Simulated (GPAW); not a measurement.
# CoO (I4/mmm) in GPAW: notebook, part 3 of 3

GPAW 26.7.0.

### Step 5. Magnons, LDA, collinear spin, ferromagnetic start

This run uses another cell than the first one, of 9.97 Å³/atom, 1.061 times its volume.

The input, run.py:

```python
import numpy as np
from ase.dft.bandgap import bandgap
from ase.io import read, write
from gpaw import GPAW, PW
from gpaw.response import ResponseContext, ResponseGroundStateAdapter
from gpaw.response.chiks import ChiKSCalculator
from gpaw.response.heisenberg import calculate_fm_magnon_energies
from gpaw.response.localft import LocalFTCalculator
from gpaw.response.mft import IsotropicExchangeCalculator
from gpaw.response.site_kernels import SphericalSiteKernels

atoms = read('POSCAR')
atoms.set_initial_magnetic_moments([3.0, 0.0])

calc = GPAW(mode=PW(550),
            xc='LDA',
            kpts={'size': (10, 10, 10), 'gamma': True},
            occupations={'name': 'fermi-dirac', 'width': 0.05},
            nbands=17,
            convergence={'density': 0.0001},
            maxiter=150,
            txt='gpaw.txt')
atoms.calc = calc
energy = atoms.get_potential_energy()
calc.write('gs.gpw')
write('result.traj', atoms)
print(f'Energy: {energy:.6f} eV')
print('Moments:', calc.get_magnetic_moments().round(3))
print('Fermi level:', round(calc.get_fermi_level(), 4), 'eV')
print(f'Gap: {bandgap(calc)[0]:.4f} eV, direct: {bandgap(calc, direct=True)[0]:.4f} eV')

dense = calc.fixed_density(kpts={'size': (6, 6, 6), 'gamma': True},
                           nbands=32, convergence={'bands': 26, 'eigenstates': 1e-12},
                           update_fermi_level=True, maxiter=300, txt='dense.txt')
dense.write('dense.gpw', mode='all')

sites = [0]
moments = calc.get_magnetic_moments()[sites]
q_qc = np.array([[0.0, 0.0, 0.0], [0.1666666667, 0.0, 0.0], [0.3333333333, 0.0, 0.0], [0.5, 0.0, 0.0], [0.1666666667, 0.1666666667, 0.0], [0.3333333333, 0.3333333333, 0.0], [0.5, 0.5, 0.0]])
gs = ResponseGroundStateAdapter.from_gpw_file('dense.gpw')
context = ResponseContext(txt='mft.txt')
chiks = ChiKSCalculator(gs, context, ecut=150, nbands=26, gammacentered=True)
exchange = IsotropicExchangeCalculator(chiks, LocalFTCalculator.from_rshe_parameters(gs, context))
kernels = SphericalSiteKernels(atoms.positions[sites], [[1.014] * len(sites)])
J_qab = np.array([exchange(q_c, kernels)[..., 0] for q_c in q_qc])
E_qn = calculate_fm_magnon_energies(J_qab, q_qc, moments)
np.savetxt('exchange.dat', np.c_[q_qc, 1000 * J_qab.real.reshape((len(q_qc), -1))], fmt='%.4f')
np.savetxt('magnons.dat', np.c_[q_qc, 1000 * E_qn.real], fmt='%.4f')
for q_c, E_n in zip(q_qc, E_qn):
    print(q_c.round(4), 'magnon energies (meV):', (1000 * E_n.real).round(2))
```

The input, POSCAR:

```
CoO
1.0
   -1.5278448268      1.5278448268      2.1349805184
    1.5278448268     -1.5278448268      2.1349805184
    1.5278448268      1.5278448268     -2.1349805184
Co O
1 1
Direct
    0.0000000000      0.0000000000      0.0000000000
    0.5000000000      0.5000000000      0.0000000000
```

Potentials or basis: the program's PAW data sets (release 1.2.1) made for this functional, pw.

Started as:

```
> OMP_NUM_THREADS=1 python run.py
```

gpaw.txt:

```text
__  _  _
 | _ |_)|_||  |
 |__||  | ||/\| - 26.7.0

Input parameters:
  mode=PW(ecut=550.0),
  convergence={'density': 0.0001},
  kpts=MonkhorstPack(size=(10, 10, 10), gamma=True),
  maxiter=150,
  nbands=17,
  occupations=Occupations(name='fermi-dirac', width=0.05),
  xc=XC(name='LDA')

Diagonalizing LCAO Hamiltonian
Converting LCAO to pw mode

       O

       Co

Atoms  # Å, Bohr magnetons
|   | symbol |        x |        y |        z |    initial magnetic moments |
|---|--------|----------|----------|----------|-----------------------------|
| 0 |     Co | 0.000000 | 0.000000 | 0.000000 | ( 0.0000,  0.0000,  3.0000) |
| 1 |      O | 0.000000 | 0.000000 | 2.134981 | ( 0.0000,  0.0000,  0.0000) |

Unit cell  # Å
| periodic |         x |         y |         z |  lengths |     angles |
|----------|-----------|-----------|-----------|----------|------------|
|      yes | -1.527845 |  1.527845 |  2.134981 | 3.037558 | 119.604700 |
|      yes |  1.527845 | -1.527845 |  2.134981 | 3.037558 | 119.604700 |
|      yes |  1.527845 |  1.527845 | -2.134981 | 3.037558 |  90.686055 |

Number of symmetries: 16
Symmetry operations  # r_c * U_cc + t_c -> r_c
|    | kind |            matrix            |
|----|------|------------------------------|
|  0 |  σ   |  1, 1, 1,  0, 0,-1,  0,-1, 0 |
|  1 |  C4  |  1, 1, 1,  0, 0,-1, -1, 0, 0 |
|  2 |  E   |  1, 0, 0,  0, 1, 0,  0, 0, 1 |
[... 138 lines left out ...]

convergence criteria:
- Maximum integral of absolute [dens]ity change: 0.0001 electrons / valence electron
- Maximum [total energy] change in last 3 cyles: 0.0005 eV / valence electron
- Maximum integral of absolute [eigenst]ate change: 4e-08 eV^2 / valence electron
maximum number of iterations: 150

SCF iterations
|iter     | |      energy | eigst |  dens |  magmom |
|---------|-|-------------|-------|-------|---------|
|iter:   1| |  -16.388428 | -0.05 |       |  +3.0020|
|iter:   2| |  -16.195828 | -2.03 | -0.92 |  +3.0019|
|iter:   3| |  -15.830152 | -2.22 | -0.96 |  +3.0010|
|iter:   4| |  -15.857446 | -2.89 | -1.28 |  +2.9513|
|iter:   5| |  -15.864326 | -3.06 | -1.58 |  +2.9483|
|iter:   6| |  -15.868527 | -3.67 | -1.70 |  +2.9172|
|iter:   7| |  -15.869048c| -4.84 | -2.48 |  +2.9257|
|iter:   8| |  -15.869213c| -5.49 | -2.88 |  +2.9347|
|iter:   9| |  -15.869235c| -6.01 | -3.20 |  +2.9402|
|iter:  10| |  -15.869238c| -7.84c| -4.09c|  +2.9409|

Converged in 10 steps
Energy contributions relative to reference atoms: (reference = -39866.174772)

Energy contributions:
  Kinetic:          18.193949
  Coulomb:         -15.935134
  Zero:              0.059028
  External:          0.000000
  Xc:              -18.170533
  Entropy:          -0.033096
  Spinorbit:         0.000000
  ----------------------------
  Free energy:     -15.885787
  Extrapolated:    -15.869238

dipole moment: (-8.386024, -8.386024, 0.271395)  # |e|*Ang

Total magnetic moment: (0.000000, 0.000000, 2.940945)

Local magnetic moments
|        x |        y |        z |
|----------|----------|----------|
| 0.000000 | 0.000000 | 2.496726 |  # Co   0
| 0.000000 | 0.000000 | 0.255393 |  # O    1

Fermi level: 7.986
Eigenvalues  # (at kpt = [0.000, 0.000, 0.000])
| band index |      eig [eV] | occ [0-1] |      eig [eV] | occ [0-1] |
|------------|---------------|-----------|---------------|-----------|
|          0 |       -11.939 |     1.000 |       -11.382 |     1.000 |
|          1 |         4.712 |     1.000 |         5.328 |     1.000 |
|          2 |         4.745 |     1.000 |         5.373 |     1.000 |
|          3 |         4.745 |     1.000 |         5.373 |     1.000 |
|          4 |         4.868 |     1.000 |         6.926 |     1.000 |
|          5 |         4.868 |     1.000 |         6.926 |     1.000 |
[... 9 lines left out ...]
|         15 |        28.256 |     0.000 |        29.147 |     0.000 |
|         16 |        28.682 |     0.000 |        29.583 |     0.000 |

No gap
No difference between direct/indirect transitions
# Writing to gs.gpw (mode='')
```

stdout:

```text
Energy: -15.869238 eV
Moments: [2.497 0.255]
Fermi level: 7.9863 eV
Gap: 0.0000 eV, direct: 0.0000 eV
[0. 0. 0.] magnon energies (meV): [0.]
[0.1667 0.     0.    ] magnon energies (meV): [-31.41]
[0.3333 0.     0.    ] magnon energies (meV): [-114.7]
[0.5 0.  0. ] magnon energies (meV): [-399.94]
[0.1667 0.1667 0.    ] magnon energies (meV): [-73.22]
[0.3333 0.3333 0.    ] magnon energies (meV): [67.72]
[0.5 0.5 0. ] magnon energies (meV): [395.16]
```

It took 3 min on 1 thread of Arm Neoverse V1, shared host; peak memory 0.38 GiB.

What came out:

| Item | Value |
| --- | --- |
| Free energy | -15.8858 eV |
| Band gap on the k mesh | none (metal or under the smearing width) |
| Net moment | 2.94 μB per cell |
| Site moments | Co +2.50; O +0.26 μB |

Caveat: the k mesh is coarse (spacing up to 0.48 Å⁻¹), so the values aren't converged; the number of bands moves the energies at small q by some ten meV; the exchange constants hang on this mesh and on the site radius; magnon energies are noisy on this mesh; a cell with one magnetic atom can't hold antiferromagnetic order, which such compounds often take; semilocal functionals often make such compounds metallic where correlation or magnetic order opens a gap, which also shifts bond lengths. With open d or f shells a metallic result of LDA can be an artefact of self-interaction; +U or a hybrid may open a gap.

### Step 6. Summary

```tsv
cell	site radius	gap on the mesh (eV)	moment (μB)
I4/mmm, 9.39 Å³/atom	0.994	none	2.78
I4/mmm, 9.58 Å³/atom	1.001	none	2.86
I4/mmm, 9.78 Å³/atom	1.008	none	2.90
I4/mmm, 9.97 Å³/atom	1.014	none	2.94
```

Alike in all rows: task magnons; level LDA; potentials or basis the program's PAW data sets (release 1.2.1) made for this functional, pw; spin collinear, ferromagnetic start; k mesh 10 × 10 × 10; cutoff (eV) 550; smearing fermi-dirac 0.05 eV; the mesh is coarse, so values aren't converged.

Caveats: all runs use coarse meshes; the number of bands moves the energies at small q by some ten meV; the exchange constants hang on this mesh and on the site radius; magnon energies are noisy on this mesh; a cell with one magnetic atom can't hold antiferromagnetic order, which such compounds often take; semilocal functionals often make such compounds metallic where correlation or magnetic order opens a gap, which also shifts bond lengths.

Absolute energies hang on the potentials; compare differences alone.
